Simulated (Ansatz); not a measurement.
Relaxation of BaTiO₃

Computed with DFT PBEsol, scalar-relativistic, plane waves, PAW in Ansatz 0.2.0. (420 eV cutoff, 8×8×8 k-mesh, Gaussian smearing of 0.02 eV, no spin polarisation)

What was changed: biaxial strain in the a-b plane, c and atoms relaxed: +1.0 %.

Command:

```bash
ansatz run input.yaml --threads 1 --pin off --max-ram 2560MiB --backend cpu --events-out ev --progress --plain --runs-dir out
```

Input:

```yaml
crystal:
  lattice:
    - [4.0095680243, 0.0, 0.0]
    - [0.0, 4.0095680243, 0.0]
    - [0.0, 0.0, 3.946050115]
  atoms:
    - { symbol: Ba, position: [0.5, 0.5, 0.5] }
    - { symbol: Ti, position: [0.0, 0.0, 0.0] }
    - { symbol: O, position: [0.5, 0.0, 0.0] }
    - { symbol: O, position: [0.0, 0.5, 0.0] }
    - { symbol: O, position: [0.0, 0.0, 0.5] }
basis:
  ecutwfc: 420
kpoints:
  mp_grid: { grid: [8, 8, 8] }
hamiltonian:
  xc: pbesol
scf:
  occupations: { method: gaussian, width: 0.02 }
output:
  forces: true
  stress: true
  eigenvalues: true
relax:
  adjacent_minimum: "off"
  f_tol: 0.008
  max_steps: 40
  cell: { stress_tol: 0.015, fix: [a, b, gamma] }
```

F is the free energy. Steps run on the plane waves of an earlier cell, but the last one, and at times one on the way, on a freshly chosen basis, so a repeated geometry can differ a little in energy. The held parts of the cell keep their stress, so P needn't end at zero.

Steps:

```csv
step,F − F(1) (eV),largest force component (eV/Å),V (Å³/atom),P (GPa)
1,0.0000,0.000,12.688,-2.37
2,-0.0001,0.000,12.682,-2.28
3,-0.0002,0.000,12.679,-2.23
4,-0.0001,0.000,12.679,-2.24
```

Relaxed structure:

```
CELL_PARAMETERS angstrom
4.00957 0.00000 0.00000
0.00000 4.00957 0.00000
0.00000 0.00000 3.94317
ATOMIC_POSITIONS crystal
Ba 0.50000 0.50000 0.50000
Ti 0.00000 0.00000 0.00000
O 0.50000 0.00000 0.00000
O 0.00000 0.50000 0.00000
O 0.00000 0.00000 0.50000
```

It takes space group P4/mmm (No. 123, tetragonal). The conventional cell has a = 4.010 Å, b = 4.010 Å, c = 3.943 Å, α = 90.00°, β = 90.00°, γ = 90.00°. Around Ba (site symmetry 4/mmm) lie 12 O at 2.81 to 2.84 Å. Around Ti (site symmetry 4/mmm) lie 6 O at 1.97 to 2.00 Å. O (site symmetry mmm) is surrounded by 2 Ti at 2.00 Å. Around O (site symmetry 4/mmm) lie 2 Ti at 1.97 Å.

The run converged. The run took 15 s on 1 thread of Intel(R) Xeon(R) 6975P-C (Granite Rapids), on a shared host, peak memory 0.49 GiB.